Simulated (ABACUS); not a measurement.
Crystal: W.

```
W
1.0
    -1.58234    1.58234    1.58234
     1.58234   -1.58234    1.58234
     1.58234    1.58234   -1.58234
W
1
Direct
  0.00000 0.00000 0.00000
```

Base run:

| Property | Result |
| --- | --- |
| Program | ABACUS 3.10.1 |
| Functional | PW91 |
| Potentials or basis | PseudoDojo NC SR 0.5 PBE stringent |
| Cutoff | 1007 eV |
| Density cutoff | 4027 eV |
| Basis | plane waves |
| k mesh | 10 × 10 × 10 |
| Occupations | fermi-dirac, width 0.05 eV |
| Spin | no spin polarisation |

Its results: band gap on the k mesh none (metal or under the smearing width); pressure 6.3 GPa.

**Question.** The run is repeated on the same cell with these changes: functional from PW91 to LDA; potentials or basis from PseudoDojo NC SR 0.5 PBE stringent to PseudoDojo NC SR 0.4.1 LDA stringent; cutoff from 1007 eV to 1687 eV; density cutoff from 4027 eV to 6748 eV; valence electrons from 14 to 28. What comes out?

**Answer.** Band gap on the k mesh none (metal or under the smearing width); pressure -8.2 GPa.

Caveats: the potentials were made for another functional, which shifts forces and pressure (some runs).
